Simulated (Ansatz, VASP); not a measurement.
# One calculation of Au, two programs

The input INCAR:

```
PREC = Accurate
ENCUT = 520
EDIFF = 1E-6
ISMEAR = -1
SIGMA = 0.1
LREAL = False
LASPH = True
NELM = 100
ALGO = Normal
ISIF = 2
LWAVE = False
LCHARG = False
GGA = RE
NBANDS = 18
```

File KPOINTS:

```
regular mesh
0
Gamma
  14 14 7
```

File POSCAR:

```
Au
1.0
    2.8953369697      0.0000000000      0.0000000000
   -1.4476684848      2.5074353683      0.0000000000
    0.0000000000      0.0000000000      4.8563624905
Au
2
Direct
    0.3333333333      0.6666666667      0.2500000000
    0.6666666667      0.3333333333      0.7500000000
```

Input for Ansatz:

```yaml
crystal:
  lattice:
    - [2.8953369697, 0.0, 0.0]
    - [-1.4476684848, 2.5074353683, 0.0]
    - [0.0, 0.0, 4.8563624905]
  atoms:
    - { symbol: Au, position: [0.3333333333, 0.6666666667, 0.25] }
    - { symbol: Au, position: [0.6666666667, 0.3333333333, 0.75] }
hamiltonian:
  xc: revpbe
  pseudopotentials:
    kind: paw
    azcp:
      Au: "pseudopotentials/Au.paw.azcp"
basis:
  ecutwfc: 420
  fft_grid_basis: typed
kpoints:
  mp_grid: { grid: [14, 14, 7], shift: [0, 0, 0] }
magnetization:
  spin_polarized: false
scf:
  occupations: { method: fermi_dirac, width: 0.1 }
  lower_state_search: "off"
output:
  stress: true
```

Alike in both runs: task single point; functional revPBE; k mesh 14 × 14 × 7; occupations fermi-dirac, width 0.1 eV; no spin polarisation.

|  | VASP | Ansatz |
| --- | --- | --- |
| version | VASP 6.6.1 | Ansatz 0.2.0 |
| potentials or method | VASP PAW PBE potentials, release 64 (Au) | plane waves (420 eV) with PAW, scalar-relativistic |
| plane-wave cutoff (eV) | 520 | 420 |
| valence electrons in the cell | 22 | 38 |

|  | VASP | Ansatz | Ansatz less VASP |
| --- | --- | --- | --- |
| pressure (GPa) | 5.8 | 6.0 | +0.25 |
| largest component of the traceless stress (GPa) | 0.37 | 0.36 | -0.017 |

With one functional, cell and mesh, what is left measures potentials, basis and numerics. The two sets of potentials don't hold the same shells in valence.

Caveats: the PAW data sets were made with another functional, which shifts forces and pressure a little (VASP). Spin-orbit coupling is left out, which matters for the levels of Au.
